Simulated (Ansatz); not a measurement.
# ZnO (zincite) (P6_3mc) in Ansatz: further runs

Runs on ZnO (zincite). Level: revPBE. Tasks: single point, equation of state.

Everything below comes from runs of Ansatz 0.2.0. Logs are shortened: lines on timing, memory, paths and dates and some standing lists are left out, and cuts for length are marked.

### 1 Starting point

The structure is hexagonal, space group P6_3mc (No. 186). Conventional cell: a = 3.249 Å, b = 3.249 Å, c = 5.206 Å, α = 90.00°, β = 90.00°, γ = 120.00°. Around Zn (site symmetry 3m) lie 4 O at 1.97 to 1.98 Å. O (site symmetry 3m) is surrounded by 4 Zn at 1.97 to 1.98 Å.

### 2 Single point, revPBE, 11.19 Å³/atom (volume scaled by 0.94)

input.yaml reads:

```yaml
crystal:
  lattice:
    - [3.1829769797, 0.0, 0.0]
    - [-1.5914884899, 2.7565389241, 0.0]
    - [0.0, 0.0, 5.0994402224]
  atoms:
    - { symbol: Zn, position: [0.6666666667, 0.3333333333, 0.0] }
    - { symbol: Zn, position: [0.3333333333, 0.6666666667, 0.5] }
    - { symbol: O, position: [0.3333333333, 0.6666666667, 0.87901] }
    - { symbol: O, position: [0.6666666667, 0.3333333333, 0.37901] }
hamiltonian:
  xc: revpbe
  pseudopotentials: { kind: paw }
kpoints:
  mp_grid: { grid: [9, 9, 5] }
scf:
  occupations: { method: fermi_dirac, width: 0.05 }
output:
  forces: true
  stress: true
  eigenvalues: true
```

Potentials or basis: Ansatz PAW.

On the command line:

```sh
> ansatz run input.yaml --threads 2 --pin off --max-ram 5120MiB --backend cpu --events-out ev --progress --plain --runs-dir out
```

The log of the run:

```text
Warning: RAYON_NUM_THREADS=2 ignored (pool sized by the plan → 2); use --threads N
Engine: ansatz 0.2.0, x86_64-unknown-linux-gnu
Pseudopotentials: kind: paw
Pseudopotential: Zn, paw, valence charge 12, recommended cutoff 420 eV (normal), Zn.paw.azcp
Pseudopotential: O, paw, valence charge 6, recommended cutoff 420 eV (normal), O.paw.azcp
Functional definition: revPBE
  parameter kappa = 1.245
  parameter beta = 0.06672455060314922
  exchange = pbe_x(kappa = kappa, mu = beta*pi^2/3)
  correlation = pbe_c(beta = beta)
Crystal: 4 atoms, lattice volume = 44.742 Å³
Basis set: ecut = 420 eV, 857 PW (Γ), exchange–correlation on 48×48×72 points (8 copies of the dense FFT grid, shifted against one another)
Bands: 22, of which v1, the nominal top of the filled ones, is band 18 counted from 1 (17 counted from 0)
Symmetry: 12 space group operations
Space group: P63mc (ITA 186), of the structure as read, at distance tolerance 3.6e-5 Å
k-points: 36 of 405 (time reversal used)
Non-local potential: Zn, projectors of the file, l = 0: 2, l = 1: 2, l = 2: 3, l = 3: 1
Non-local potential: O, projectors of the file, l = 0: 2, l = 1: 2, l = 2: 1
PAW form: soft (Blöchl's): semilocal exchange-correlation on the pseudo side does not see the compensation charge
PAW frozen core: Zn, regenerated for the run's functional, and the local potential with it (the file was generated under x = pbe(κ = 0.804, μ = 0.2195149727645171), c = pbe(β = 0.06672455060314922))
PAW frozen core: O, regenerated for the run's functional, and the local potential with it (the file was generated under x = pbe(κ = 0.804, μ = 0.2195149727645171), c = pbe(β = 0.06672455060314922))
PAW one-centre angular grid: Zn, 590 points (default); XC on 64 Gauss nodes
PAW one-centre angular grid: O, 110 points (default); XC on 64 Gauss nodes
Initial density: superposition of atomic densities (neutral atoms: chi_scale 0, normalization atom), corrected by the library's trained network
Initial wavefunctions: pseudopotential atomic-orbital guess
Functional: x = revpbe(κ = 1.245, μ = 0.2195149727645171), c = pbe(β = 0.06672455060314922)
SCF iter   1: F=—  HF=-7783.609195 eV  |F-HF|=—  |Δ(HF+E_count)|=         —  Δρ=5.06e-3  dr2=7.53e-3  ethr=1.77e-3  ⟨swp⟩=6.1  Hψ=3677  notcnv=0
preconditioner: auto → Resta (q_TF=auto, 2.631 Å⁻¹)  ε∞=7.3  [insulator: Δε(μ)=1.006 eV  Ē_g=13.236 eV  σ=0.050 eV  W_gap=1.00  n_scr=22 (ndim 8)  ℏωp=33.3 eV  f_vac=0.028  D(μ)=0.00/eV (n_scr^D=0)  ε∞_Penn≈7.3]
SCF iter   2: F=—  HF=-7783.608040 eV  |F-HF|=—  |Δ(HF+E_count)|=   1.16e-3  Δρ=1.21e-3  dr2=4.33e-4  ethr=2.09e-5  ⟨swp⟩=2.1  Hψ=1799  notcnv=0
SCF iter   3: F=—  HF=-7783.607969 eV  |F-HF|=—  |Δ(HF+E_count)|=   7.08e-5  Δρ=1.04e-3  dr2=2.99e-4  ethr=1.20e-6  ⟨swp⟩=2.0  Hψ=1366  notcnv=0
SCF iter   4: F=—  HF=-7783.608007 eV  |F-HF|=—  |Δ(HF+E_count)|=   3.72e-5  Δρ=4.86e-4  dr2=1.35e-4  ethr=8.30e-7  ⟨swp⟩=2.0  Hψ=1369  notcnv=0
SCF iter   5: F=—  HF=-7783.607997 eV  |F-HF|=—  |Δ(HF+E_count)|=   1.00e-5  Δρ=1.38e-4  dr2=1.20e-5  ethr=3.75e-7  ⟨swp⟩=2.6  Hψ=1333  notcnv=0
SCF iter   6: F=—  HF=-7783.608083 eV  |F-HF|=—  |Δ(HF+E_count)|=   8.61e-5  Δρ=2.97e-5  dr2=3.34e-7  ethr=3.33e-8  ⟨swp⟩=2.0  Hψ=1441  notcnv=0
SCF iter   7: F=-7783.608083 eV  HF=-7783.608083 eV  |F-HF|=9.88e-8  |Δ(HF+E_count)|=   6.67e-7  Δρ=9.16e-6  dr2=3.91e-8  ethr=2.78e-10  ⟨swp⟩=5.1  Hψ=3511  notcnv=0
SCF 1 converged in 7 iterations: F = -7783.608083 eV  dr2 = 3.91e-8
SCF converged after 7 iterations
Free energy (F): -7783.608083 eV
Harris-Foulkes:  -7783.608083 eV  (|F-HF|=9.88e-8)
Internal energy: -7783.608083 eV  (E = F + TS)
E sigma→0 (E₀):  -7783.608083 eV
Entropy (-TS):   -0.000001 eV (-0.000 meV/atom)
Fermi energy:    8.832965 eV
--- Per-component energies (eV) ---
  E_band       = 97.137313
  E_kinetic    = 616.170639
  E_local      = -3910.433275  (includes V_loc(G=0)·N_el)
  E_nonlocal   = 1334.772343
  E_hartree    = 1612.753591
  E_xc         = -422.485848
  E_vxc        = -291.478325  (∫ρ·V_xc dr)
  E_paw        = -3989.911862  (= ΣΔE_a)
  E_vpaw       = -877.397898  (= ΣTr[D̂ρ^β])
  E_aug_tail   = 0.004239  (compensation charges beyond the density's cutoff)
  E_ewald      = -3024.333153
  E_core_change = -0.144755  (= ΣΔE_core)
  E_smearing   = -0.000001  (= −TS)
  E_closure    = -0.000000  (closes the sum)
  Σ components = -7783.608083   (vs F -7783.608083, Δ=0.00e0)
--- Forces (eV/Å), atoms counted from 1 ---
  atom   1  Zn     0.00000000     0.00000000    -0.09819494
  atom   2  Zn     0.00000000    -0.00000000    -0.09819494
  atom   3  O      0.00000000     0.00000000     0.09816444
  atom   4  O     -0.00000000    -0.00000000     0.09816444
  max |Σ_I F_I| component: 6.10e-5 eV/Å
--- Stress (GPa, compression-positive) ---
       18.492825       0.000000       0.000000
        0.000000      18.492825      -0.000000
        0.000000       0.000000      20.515561
  P = ⅓ Tr σ = 19.1671 GPa (191.671 kbar)
--- Band table (eV; the first three rows and the last of 36) ---
  k-point 0: bands = ["-10.3405", "-9.5186", "2.2312", "2.3054", "2.3054", "2.3534", "2.5239", "2.5239", "3.6730", "3.6730", "3.9172", "3.9172", "4.2058", "7.4345", "7.4345", "8.2249", "8.3165", "8.3165", "9.2756", "13.8511", "16.8697", "21.5861"]
  k-point 1: bands = ["-10.2663", "-9.6016", "2.1055", "2.2655", "2.3162", "2.3162", "2.4919", "2.4919", "3.7049", "3.7049", "3.9039", "3.9039", "4.6349", "7.5196", "7.5196", "7.5375", "8.2338", "8.2338", "10.0992", "13.4950", "17.1821", "21.5837"]
  k-point 2: bands = ["-10.0679", "-9.8141", "2.0035", "2.0902", "2.3545", "2.3545", "2.4208", "2.4208", "3.7807", "3.7807", "3.8575", "3.8575", "5.5510", "6.5616", "7.7428", "7.7428", "8.0159", "8.0159", "11.3641", "12.5798", "18.0964", "19.6159"]
  k-point 35: bands = ["-9.3760", "-9.3760", "2.2427", "2.2427", "2.4005", "2.6013", "3.1349", "3.1349", "3.6556", "3.7004", "4.2268", "4.2268", "4.5276", "4.5276", "5.1566", "5.7718", "6.9054", "6.9054", "16.4173", "16.5859", "16.6604", "16.6604"]
```

Run time: 6.6 s. Hardware: 2 threads of Intel Xeon at 2.50GHz (Skylake/Cascade Lake), shared host; peak memory 0.37 GiB.

What came out:

| Item | Value |
| --- | --- |
| Free energy | -7783.6081 eV |
| Pressure | 19.2 GPa |
| Largest force | 0.098 eV/Å |
| Band gap on the k mesh | 0.96 eV, direct |

Caveat: odd divisions of the mesh miss points on the zone boundary, where band edges often lie, so the gap on the mesh can be too wide; the pressure holds a Pulay correction of +0.7 GPa for the finite cutoff; the PAW data sets come from PBE, with cores solved anew for the run's functional, which leaves a small shift of forces and pressure.

### 3 Single point, revPBE, 11.42 Å³/atom (volume scaled by 0.96)

input.yaml, as its differences from that of step 2:

```diff
@@ -2,5 +2,5 @@
   lattice:
-    - [3.1829769797, 0.0, 0.0]
-    - [-1.5914884899, 2.7565389241, 0.0]
-    - [0.0, 0.0, 5.0994402224]
+    - [3.2053930491, 0.0, 0.0]
+    - [-1.6026965246, 2.7759518096, 0.0]
+    - [0.0, 0.0, 5.1353529565]
   atoms:
@@ -21 +21,5 @@
   eigenvalues: true
+  write_density: true
+  write_potential: true
+  elf: true
+  volumetric_format: npy
```

Potentials or basis: Ansatz PAW.

On the command line:

```sh
> ansatz run input.yaml --threads 2 --pin off --max-ram 5120MiB --backend cpu --events-out ev --progress --plain --runs-dir out
```

Wall time 9.4 s (2 threads of Intel Xeon at 2.50GHz (Skylake/Cascade Lake), shared host); peak memory 0.38 GiB.

The run converged. Its results:

| Property | Result |
| --- | --- |
| Free energy | -7783.7098 eV |
| Pressure | 15.1 GPa |
| Largest force | 0.090 eV/Å |
| Band gap on the k mesh | 0.93 eV, direct |

Caveat: odd divisions of the mesh miss points on the zone boundary, where band edges often lie, so the gap on the mesh can be too wide; the pressure holds a Pulay correction of +0.7 GPa for the finite cutoff; the PAW data sets come from PBE, with cores solved anew for the run's functional, which leaves a small shift of forces and pressure.

### 4 Single point, revPBE, 11.66 Å³/atom (volume scaled by 0.98)

input.yaml, as its differences from that of step 3:

```diff
@@ -2,5 +2,5 @@
   lattice:
-    - [3.2053930491, 0.0, 0.0]
-    - [-1.6026965246, 2.7759518096, 0.0]
-    - [0.0, 0.0, 5.1353529565]
+    - [3.2274999067, 0.0, 0.0]
+    - [-1.6137499533, 2.7950969099, 0.0]
+    - [0.0, 0.0, 5.170770303]
   atoms:
@@ -21,5 +21 @@
   eigenvalues: true
-  write_density: true
-  write_potential: true
-  elf: true
-  volumetric_format: npy
```

On the command line:

```sh
> ansatz run input.yaml --threads 2 --pin off --max-ram 5120MiB --backend cpu --events-out ev --progress --plain --runs-dir out
```

Wall time 6.2 s (2 threads of Intel Xeon at 2.50GHz (Skylake/Cascade Lake), shared host); peak memory 0.37 GiB.

It converged, with:

| Item | Value |
| --- | --- |
| Free energy | -7783.7888 eV |
| Pressure | 11.5 GPa |
| Largest force | 0.082 eV/Å |
| Band gap on the k mesh | 0.90 eV, direct |

Caveat: odd divisions of the mesh miss points on the zone boundary, where band edges often lie, so the gap on the mesh can be too wide; the pressure holds a Pulay correction of +0.7 GPa for the finite cutoff; the PAW data sets come from PBE, with cores solved anew for the run's functional, which leaves a small shift of forces and pressure.

### 5 Single point, revPBE, 11.90 Å³/atom

input.yaml, as its differences from that of step 4:

```diff
@@ -2,5 +2,5 @@
   lattice:
-    - [3.2274999067, 0.0, 0.0]
-    - [-1.6137499533, 2.7950969099, 0.0]
-    - [0.0, 0.0, 5.170770303]
+    - [3.249308, 0.0, 0.0]
+    - [-1.624654, 2.8139832727, 0.0]
+    - [0.0, 0.0, 5.205709]
   atoms:
```

On the command line:

```sh
> ansatz run input.yaml --threads 2 --pin off --max-ram 5120MiB --backend cpu --events-out ev --progress --plain --runs-dir out
```

Run time: 5.8 s. Hardware: 2 threads of Intel Xeon at 2.50GHz (Skylake/Cascade Lake), shared host; peak memory 0.37 GiB.

The run converged. Its results:

```
Free energy            : -7783.8474 eV
Pressure               : 8.3 GPa
Largest force          : 0.075 eV/Å
Band gap on the k mesh : 0.88 eV, direct
```

Caveat: odd divisions of the mesh miss points on the zone boundary, where band edges often lie, so the gap on the mesh can be too wide; the pressure holds a Pulay correction of +0.7 GPa for the finite cutoff; the PAW data sets come from PBE, with cores solved anew for the run's functional, which leaves a small shift of forces and pressure.

### 6 Single point, revPBE, 12.14 Å³/atom (volume scaled by 1.02)

input.yaml, as its differences from that of step 5:

```diff
@@ -2,5 +2,5 @@
   lattice:
-    - [3.249308, 0.0, 0.0]
-    - [-1.624654, 2.8139832727, 0.0]
-    - [0.0, 0.0, 5.205709]
+    - [3.2708272232, 0.0, 0.0]
+    - [-1.6354136116, 2.8326194666, 0.0]
+    - [0.0, 0.0, 5.2401848988]
   atoms:
```

Potentials or basis: Ansatz PAW.

On the command line:

```sh
> ansatz run input.yaml --threads 2 --pin off --max-ram 5120MiB --backend cpu --events-out ev --progress --plain --runs-dir out
```

Wall time 5.7 s (2 threads of Intel Xeon at 2.50GHz (Skylake/Cascade Lake), shared host); peak memory 0.37 GiB.

It converged, with:

| Property | Result |
| --- | --- |
| Free energy | -7783.8875 eV |
| Pressure | 5.3 GPa |
| Largest force | 0.068 eV/Å |
| Band gap on the k mesh | 0.85 eV, direct |

Caveat: odd divisions of the mesh miss points on the zone boundary, where band edges often lie, so the gap on the mesh can be too wide; the pressure holds a Pulay correction of +0.7 GPa for the finite cutoff; the PAW data sets come from PBE, with cores solved anew for the run's functional, which leaves a small shift of forces and pressure.

### 7 Single point, revPBE, 12.38 Å³/atom (volume scaled by 1.04)

input.yaml, as its differences from that of step 6:

```diff
@@ -2,5 +2,5 @@
   lattice:
-    - [3.2708272232, 0.0, 0.0]
-    - [-1.6354136116, 2.8326194666, 0.0]
-    - [0.0, 0.0, 5.2401848988]
+    - [3.2920669561, 0.0, 0.0]
+    - [-1.6460334781, 2.8510136149, 0.0]
+    - [0.0, 0.0, 5.2742130269]
   atoms:
@@ -21 +21,5 @@
   eigenvalues: true
+  write_density: true
+  write_potential: true
+  elf: true
+  volumetric_format: npy
```

On the command line:

```sh
> ansatz run input.yaml --threads 2 --pin off --max-ram 5120MiB --backend cpu --events-out ev --progress --plain --runs-dir out
```

Run time: 7.5 s. Hardware: 2 threads of Intel Xeon at 2.50GHz (Skylake/Cascade Lake), shared host; peak memory 0.38 GiB.

It converged, with:

- Free energy: -7783.9111 eV
- Pressure: 2.7 GPa
- Largest force: 0.061 eV/Å
- Band gap on the k mesh: 0.82 eV, direct

Caveat: odd divisions of the mesh miss points on the zone boundary, where band edges often lie, so the gap on the mesh can be too wide; the pressure holds a Pulay correction of +0.7 GPa for the finite cutoff; the PAW data sets come from PBE, with cores solved anew for the run's functional, which leaves a small shift of forces and pressure.

### 8 Single point, revPBE, 12.61 Å³/atom (volume scaled by 1.06)

input.yaml, as its differences from that of step 7:

```diff
@@ -2,5 +2,5 @@
   lattice:
-    - [3.2920669561, 0.0, 0.0]
-    - [-1.6460334781, 2.8510136149, 0.0]
-    - [0.0, 0.0, 5.2742130269]
+    - [3.3130361008, 0.0, 0.0]
+    - [-1.6565180504, 2.8691734269, 0.0]
+    - [0.0, 0.0, 5.3078076462]
   atoms:
@@ -21,5 +21 @@
   eigenvalues: true
-  write_density: true
-  write_potential: true
-  elf: true
-  volumetric_format: npy
```

On the command line:

```sh
> ansatz run input.yaml --threads 2 --pin off --max-ram 5120MiB --backend cpu --events-out ev --progress --plain --runs-dir out
```

It took 5.7 s on 2 threads of Intel Xeon at 2.50GHz (Skylake/Cascade Lake), shared host; peak memory 0.37 GiB.

It converged, with:

```yaml
Free_energy: -7783.9197 eV
Pressure: 0.3 GPa
Largest_force: 0.055 eV/Å
Band_gap_on_the_k_mesh: 0.80 eV, direct
```

Caveat: odd divisions of the mesh miss points on the zone boundary, where band edges often lie, so the gap on the mesh can be too wide; the pressure holds a Pulay correction of +0.6 GPa for the finite cutoff; the PAW data sets come from PBE, with cores solved anew for the run's functional, which leaves a small shift of forces and pressure.

### 9 Equation of state, revPBE

Potentials or basis: Ansatz PAW.

This step only gathers the single runs of the series.

Results:

```yaml
Equilibrium_volume: "12.64 Å³/atom (rough: see the caveat)"
Bulk_modulus_at_fixed_shape_and_positions: 119 GPa (rough)
```

Energy against volume, from the lowest point:
| volume (Å³/atom) | energy (meV/atom) |
| --- | --- |
| 11.186 | 77.91 |
| 11.424 | 52.48 |
| 11.662 | 32.73 |
| 11.900 | 18.08 |
| 12.138 | 8.04 |
| 12.376 | 2.16 |
| 12.614 | 0.00 |

Caveat: the potentials were made for another functional, which shifts forces and pressure; the minimum lies outside the volumes run; the cell was scaled at fixed shape and fractional positions, which overstates the stiffness of a crystal with free parameters, most of all of layers and chains.
